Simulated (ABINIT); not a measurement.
# BeTe (F-43m) in ABINIT: a series of runs

One crystal, BeTe, is run at these levels: r2SCAN, PBEsol; tasks: single point.

Everything below comes from runs of ABINIT 10.8.3 (patched build). Logs are shortened: lines on timing, memory, paths and dates and some standing lists are left out, and cuts for length are marked. The log counts tension as positive stress, the text compression.

### 1 The structure

It takes space group F-43m (No. 216, cubic). Conventional cell: a = 5.540 Å, b = 5.540 Å, c = 5.540 Å, α = 90.00°, β = 90.00°, γ = 90.00°. Around Te (site symmetry -43m) lie 4 Be at 2.40 Å. Around Be (site symmetry -43m) lie 4 Te at 2.40 Å.

### 2 Single point, r2SCAN

Contents of run.abi:

```
# Pseudopotentials
pp_dirpath "./"
pseudos "Te.GGA_PBE-JTH.xml, Be.GGA_PBE-JTH.xml"

# Structure
acell 3*1.0
rprim
     0.0000000000     5.2345413652     5.2345413652
     5.2345413652     0.0000000000     5.2345413652
     5.2345413652     5.2345413652     0.0000000000
ntypat 2
znucl 52 4
natom 2
typat 1 2
xred
     0.7500000000     0.7500000000     0.7500000000
     0.0000000000     0.0000000000     0.0000000000

# Plane-wave basis
ecut 489.804952 eV
pawecutdg 36.0

# k points
kptopt 1
ngkpt 10 10 10
nshiftk 1
shiftk 0.0 0.0 0.0

# Exchange and correlation
ixc -497498
usekden 1
pawxcdev 0

# Bands and occupations
nband 9
occopt 3
tsmear 0.00183747

# SCF cycle
nstep 100
tolvrs 1.0e-7

# Output
iomode 3
prtwf 0
prtden 0
prteig 0
prtebands 0
enunit 1
```

Potentials or basis: JTH PAW PBE v2.0.

Launch:

```console
$ abinit run.abi > log 2>&1
```

run.abo:

```text
.Version 10.8.3 of ABINIT
 Symmetries : space group F-4 3 m (#216); Bravais cF (face-center cubic)
================================================================================
 Values of the parameters that define the memory need of the present run
     intxc =       0    ionmov =       0      iscf =      17    lmnmax =       8
     lnmax =       4     mgfft =      30  mpssoang =       2    mqgrid =    3001
     natom =       2  nloc_mem =       2    nspden =       1   nspinor =       1
    nsppol =       1      nsym =      24    n1xccc =       1    ntypat =       2
    occopt =       3   xclevel =       2
       mpw =        1059          nfft =       27000          nkpt =          47
 PAW method is used; the additional fine FFT grid is defined by:
   mgfftf=        40    nfftf =     64000
================================================================================
================================================================================

--------------------------------------------------------------------------------
------------- Echo of variables that govern the present computation ------------
--------------------------------------------------------------------------------
 -outvars: echo values of preprocessed input variables --------
            acell      1.0000000000E+00  1.0000000000E+00  1.0000000000E+00 Bohr
              amu      1.27600000E+02  9.01218200E+00
             ecut      1.80000000E+01 Hartree
           enunit           1
              ixc     -497498
         kptrlatt       10    0    0      0   10    0      0    0   10
          kptrlen      7.40275939E+01
            natom           2
            nband           9
            ngfft          30      30      30
          ngfftdg          40      40      40
             nkpt          47
            nstep         100
             nsym          24
           ntypat           2
           occopt           3
        pawecutdg      3.60000000E+01 Hartree
         pawxcdev           0
           prtden           0
        prtebands           0
           prteig           0
          prtkden           1
            prtwf           0
            rprim      0.0000000000E+00  5.2345413652E+00  5.2345413652E+00
                       5.2345413652E+00  0.0000000000E+00  5.2345413652E+00
                       5.2345413652E+00  5.2345413652E+00  0.0000000000E+00
          spgroup         216
           tolvrs      1.00000000E-07
           tsmear      1.83747000E-03 Hartree
            typat      1  2
          usekden           1
           useylm           1
           xangst      4.1549999972E+00  4.1549999972E+00  4.1549999972E+00
                       0.0000000000E+00  0.0000000000E+00  0.0000000000E+00
            xcart      7.8518120478E+00  7.8518120478E+00  7.8518120478E+00
                       0.0000000000E+00  0.0000000000E+00  0.0000000000E+00
             xred      7.5000000000E-01  7.5000000000E-01  7.5000000000E-01
                       0.0000000000E+00  0.0000000000E+00  0.0000000000E+00
            znucl       52.00000    4.00000

================================================================================

 chkinp: Checking input parameters for consistency.

================================================================================
== DATASET  1 ==================================================================

--- !DatasetInfo
iteration_state: {dtset: 1, }
dimensions: {natom: 2, nkpt: 47, mband: 9, nsppol: 1, nspinor: 1, nspden: 1, mpw: 1059, }
cutoff_energies: {ecut:  18.0, pawecutdg:  36.0, }
electrons: {nelect:   1.00000000E+01, charge:   0.00000000E+00, occopt:   3.00000000E+00, tsmear:   1.83747000E-03, }
meta: {optdriver: 0, ionmov: 0, optcell: 0, iscf: 17, paral_kgb: 0, }
...

 Real(R)+Recip(G) space primitive vectors, cartesian coordinates (Bohr,Bohr^-1):
 R(1)=  0.0000000  5.2345414  5.2345414  G(1)= -0.0955194  0.0955194  0.0955194
 R(2)=  5.2345414  0.0000000  5.2345414  G(2)=  0.0955194 -0.0955194  0.0955194
 R(3)=  5.2345414  5.2345414  0.0000000  G(3)=  0.0955194  0.0955194 -0.0955194
 Unit cell volume ucvol=  2.8685730E+02 bohr^3
 Angles (23,13,12)=  6.00000000E+01  6.00000000E+01  6.00000000E+01 degrees

 Coarse grid specifications (used for wave-functions):

 getcut: wavevector=  0.0000  0.0000  0.0000  ngfft=  30  30  30
         ecut(hartree)=     18.000   => boxcut(ratio)=   2.12426

 Fine grid specifications (used for densities):

 getcut: wavevector=  0.0000  0.0000  0.0000  ngfft=  40  40  40
         ecut(hartree)=     36.000   => boxcut(ratio)=   2.00055

--- Pseudopotential description ------------------------------------------------
- pspini: atom type   1  psp file is ./Te.GGA_PBE-JTH.xml
 Pseudopotential format is: paw10
 basis_size (lnmax)=  4 (lmn_size=  8), orbitals=   0   0   1   1
 Spheres core radius: rc_sph= 2.31107438
 Shapefunction is SIN type: shapef(r)=[sin(pi*r/rshp)/(pi*r/rshp)]**2
 Radius for shape functions =  2.10488624
 Compensation charge density is not taken into account in XC energy/potential

- pspini: atom type   2  psp file is ./Be.GGA_PBE-JTH.xml
 Pseudopotential format is: paw10
 basis_size (lnmax)=  4 (lmn_size=  8), orbitals=   0   0   1   1
 Spheres core radius: rc_sph= 1.60727588
 Shapefunction is SIN type: shapef(r)=[sin(pi*r/rshp)/(pi*r/rshp)]**2
 Radius for shape functions =  1.40108027
 Compensation charge density is not taken into account in XC energy/potential

   1.14173192E+03                                ecore*ucvol(ha*bohr**3)
--------------------------------------------------------------------------------

================================================================================

--- !BeginCycle
iteration_state: {dtset: 1, }
solver: {iscf: 17, nstep: 100, nline: 4, wfoptalg: 10, }
tolerances: {tolvrs: 1.00E-07, }
...

     iter   Etot(hartree)      deltaE(h)  residm     nres2
 ETOT  1 -4.18301427926764E-02-4.183E-02 2.785E+01 1.709E+00
 ETOT  2 -0.42437068091521    -3.825E-01 9.333E-02 4.420E-01
 ETOT  3 -0.42258392474573     1.787E-03 1.122E-02 7.415E-02
 ETOT  4 -0.42249938900481     8.454E-05 1.563E-03 3.535E-03
 ETOT  5 -0.42249490381659     4.485E-06 2.180E-04 3.718E-04
 ETOT  6 -0.42249727354233    -2.370E-06 1.166E-04 2.101E-05
 ETOT  7 -0.42249710819666     1.653E-07 2.751E-05 4.587E-07
 ETOT  8 -0.42249711705537    -8.859E-09 1.460E-05 4.108E-08

 At SCF step    8       nres2   =  4.11E-08 < tolvrs=  1.00E-07 =>converged.

Result for kinetic energy density :

--------------------------------------------------------------------------------
 Total kinetic energy density [Ha/Bohr^3]
)     Maximum=    3.4952E-01  at reduced coord.    0.0500    0.9250    0.9750
)     Minimum=    1.3292E-03  at reduced coord.    0.2500    0.2500    0.2500
   Integrated=    4.4125E+00
--------------------------------------------------------------------------------

 Cartesian components of stress tensor (hartree/bohr^3)
  sigma(1 1)= -1.46096285E-04  sigma(3 2)=  0.00000000E+00
  sigma(2 2)= -1.46096285E-04  sigma(3 1)=  0.00000000E+00
  sigma(3 3)= -1.46096285E-04  sigma(2 1)=  0.00000000E+00

--- !ResultsGS
iteration_state: {dtset: 1, }
comment   : Summary of ground state results
lattice_vectors:
- [  0.0000000,   5.2345414,   5.2345414, ]
- [  5.2345414,   0.0000000,   5.2345414, ]
- [  5.2345414,   5.2345414,   0.0000000, ]
lattice_lengths: [   7.40276,    7.40276,    7.40276, ]
lattice_angles: [ 60.000,  60.000,  60.000, ] # degrees, (23, 13, 12)
lattice_volume:   2.8685730E+02
convergence: {deltae: -8.859E-09, res2:  4.108E-08, residm:  1.460E-05, diffor: null, }
etotal    :  -4.22497117E-01
entropy   :   0.00000000E+00
fermie    :  -1.37634398E-01
cartesian_stress_tensor: # hartree/bohr^3
- [ -1.46096285E-04,   0.00000000E+00,   0.00000000E+00, ]
- [  0.00000000E+00,  -1.46096285E-04,   0.00000000E+00, ]
- [  0.00000000E+00,   0.00000000E+00,  -1.46096285E-04, ]
pressure_GPa:   4.2983E+00
xred      :
- [  7.5000E-01,   7.5000E-01,   7.5000E-01, Te]
- [  0.0000E+00,   0.0000E+00,   0.0000E+00, Be]
cartesian_forces: # hartree/bohr
- [ -0.00000000E+00,  -0.00000000E+00,  -0.00000000E+00, ]
- [ -0.00000000E+00,  -0.00000000E+00,  -0.00000000E+00, ]
force_length_stats: {min:   0.00000000E+00, max:   0.00000000E+00, mean:   0.00000000E+00, }
...

 Integrated electronic density in atomic spheres:
 ------------------------------------------------
 Atom  Sphere_radius  Integrated_density
    1        2.31107          3.25180493
    2        1.60728          2.52629046

================================================================================

 ----iterations are completed or convergence reached----

 Mean square residual over all n,k,spin=   40.118E-09; max=  14.598E-06
 reduced coordinates (array xred) for    2 atoms
       0.750000000000      0.750000000000      0.750000000000
       0.000000000000      0.000000000000      0.000000000000
 rms dE/dt=  0.0000E+00; max dE/dt=  0.0000E+00; dE/dt below (all hartree)
    1       0.000000000000      0.000000000000      0.000000000000
    2       0.000000000000      0.000000000000      0.000000000000

 cartesian coordinates (angstrom) at end:
    1      4.15499999717058     4.15499999717058     4.15499999717058
    2      0.00000000000000     0.00000000000000     0.00000000000000

 cartesian forces (hartree/bohr) at end:
    1     -0.00000000000000    -0.00000000000000    -0.00000000000000
    2     -0.00000000000000    -0.00000000000000    -0.00000000000000
 frms,max,avg= 0.0000000E+00 0.0000000E+00   0.000E+00  0.000E+00  0.000E+00 h/b

 cartesian forces (eV/Angstrom) at end:
    1     -0.00000000000000    -0.00000000000000    -0.00000000000000
    2     -0.00000000000000    -0.00000000000000    -0.00000000000000
 frms,max,avg= 0.0000000E+00 0.0000000E+00   0.000E+00  0.000E+00  0.000E+00 e/A
 length scales=  1.000000000000  1.000000000000  1.000000000000 bohr
              =  0.529177210544  0.529177210544  0.529177210544 angstroms
 Fermi (or HOMO) energy (eV) =  -3.74522   Average Vxc (eV)=  -9.90505
 Eigenvalues (   eV  ) for nkpt=  47  k points:
 kpt#   1, nband=  9, wtk=  0.00100, kpt=  0.0000  0.0000  0.0000 (reduced coord)
-107.60654  -17.98059   -4.84192   -4.84192   -4.84192   -0.82352   -0.82352   -0.82352
   0.09583
 prteigrs : prtvol=0 or 1, do not print more k-points.

--- !EnergyTerms
iteration_state     : {dtset: 1, }
comment             : Components of total free energy in Hartree
kinetic             :  4.41247526731624E+00
hartree             :  2.50116868369890E+00
xc                  : -4.73561793834989E+00
Ewald energy        : -1.32249291340103E+01
psp_core            :  3.98013898045654E+00
local_psp           : -7.88553559817889E+00
PAW spherical_terms :  1.45295549912161E+01
internal            : -4.22744747851363E-01
'-kT*entropy'       : -1.94088076547489E-13
total_energy        : -4.22744747851557E-01
total_energy_eV     : -1.15034706172486E+01
...

--- !EnergyTermsDC
iteration_state     : {dtset: 1, }
comment             : '"Double-counting" decomposition of free energy'
band_energy         : -1.08806925030542E+01
Ewald energy        : -1.32249291340103E+01
psp_core            :  3.98013898045654E+00
xc_dc               : -2.98208003431437E+00
PAW spherical_terms :  2.26850655738672E+01
internal            : -4.22497117055180E-01
'-kT*entropy'       : -1.94088076547489E-13
total_energy_dc     : -4.22497117055374E-01
total_energy_dc_eV  : -1.14967322400072E+01
...

--- !EnergyTermsWithPAWCore
iteration_state     : {dtset: 1, }
comment             : 'Components of total free energy, including PAW core contributions'
Total energy        : -6.80997022167389E+03
Total energy DC     : -6.80996997404310E+03
Total energy (eV)   : -1.85308730025597E+05
Total energy DC (eV): -1.85308723287220E+05
...

 Cartesian components of stress tensor (hartree/bohr^3)
  sigma(1 1)= -1.46096285E-04  sigma(3 2)=  0.00000000E+00
  sigma(2 2)= -1.46096285E-04  sigma(3 1)=  0.00000000E+00
  sigma(3 3)= -1.46096285E-04  sigma(2 1)=  0.00000000E+00

-Cartesian components of stress tensor (GPa)         [Pressure=  4.2983E+00 GPa]
- sigma(1 1)= -4.29830109E+00  sigma(3 2)=  0.00000000E+00
- sigma(2 2)= -4.29830109E+00  sigma(3 1)=  0.00000000E+00
- sigma(3 3)= -4.29830109E+00  sigma(2 1)=  0.00000000E+00

== END DATASET(S) ==============================================================
================================================================================

 -outvars: echo values of variables after computation  --------
            acell      1.0000000000E+00  1.0000000000E+00  1.0000000000E+00 Bohr
           etotal     -4.2249711706E-01
            fcart     -0.0000000000E+00 -0.0000000000E+00 -0.0000000000E+00
                      -0.0000000000E+00 -0.0000000000E+00 -0.0000000000E+00
            rprim      0.0000000000E+00  5.2345413652E+00  5.2345413652E+00
                       5.2345413652E+00  0.0000000000E+00  5.2345413652E+00
                       5.2345413652E+00  5.2345413652E+00  0.0000000000E+00
           strten     -1.4609628464E-04 -1.4609628464E-04 -1.4609628464E-04
                       0.0000000000E+00  0.0000000000E+00  0.0000000000E+00
           xangst      4.1549999972E+00  4.1549999972E+00  4.1549999972E+00
                       0.0000000000E+00  0.0000000000E+00  0.0000000000E+00
             xred      7.5000000000E-01  7.5000000000E-01  7.5000000000E-01
                       0.0000000000E+00  0.0000000000E+00  0.0000000000E+00
 Calculation completed.
```

Run time: 48 s. Hardware: 1 thread of Arm Neoverse V1, shared host; peak memory 0.11 GiB.

What came out:

| Property | Result |
| --- | --- |
| Free energy | -11.4967 eV |
| Band gap on the k mesh | 2.19 eV, indirect (least direct gap 4.02 eV) |
| Valence electrons inside the program's atomic spheres | Te 3.25; Be 2.53 |

Caveat: the cutoff is too short for stress, so the log's stress isn't used; totals of a meta-GGA on PAW files have another zero than those of a GGA; the PAW data sets were made with another functional, which shifts forces and pressure a little; spin-orbit coupling is left out, which moves the levels of the heavy elements.

### 3 Single point, PBEsol

Contents of run.abi:

```
pp_dirpath "./"
pseudos "Te.GGA_PBE-JTH.xml, Be.GGA_PBE-JTH.xml"

acell 3.9173715678 3.9173715678 3.9173715678 Angstrom
rprim
     0.0000000000     0.7071067812     0.7071067812
     0.7071067812     0.0000000000     0.7071067812
     0.7071067812     0.7071067812     0.0000000000
ntypat 2
znucl 52 4
natom 2
typat 1 2
xred
     0.7500000000     0.7500000000     0.7500000000
     0.0000000000     0.0000000000     0.0000000000

ecut 15.0
pawecutdg 30.0

kptopt 1
ngkpt 3 3 3
nshiftk 1
shiftk 0.0 0.0 0.0

ixc -116133

nband 9
occopt 3
tsmear 0.05 eV

nstep 100
tolvrs 1.0e-9

iomode 3
prtwf 0
prtden 0
prteig 0
prtebands 0
enunit 1
```

Potentials or basis: JTH PAW PBE v2.0.

Launch:

```console
$ abinit run.abi > log 2>&1
```

It took 6.9 s on 1 thread of Arm Neoverse V1, shared host; peak memory 0.12 GiB.

It converged, with:

```yaml
Free_energy: -626.6199 eV
Band_gap_on_the_k_mesh: 2.06 eV, indirect (least direct gap 3.58 eV)
Valence_electrons_inside_the_program's_atomic_spheres: Te 3.27; Be 2.54
```

Levels at points of the mesh, in eV from the valence-band top:
```tsv
k point	band 2	band 3	band 4	band 5	band 6	band 7	band 8	band 9
(0.00, 0.00, 0.00)	-12.66	0.00	0.00	0.00	3.58	3.58	3.58	4.12
```

Caveat: the k mesh is coarse (spacing up to 0.65 Å⁻¹), so the values aren't converged; the cutoff is too short for stress, so the log's stress isn't used; the PAW data sets were made with another functional, which shifts forces and pressure a little; spin-orbit coupling is left out, which moves the levels of the heavy elements; an odd mesh through Γ misses points on the zone boundary, where band edges often lie.
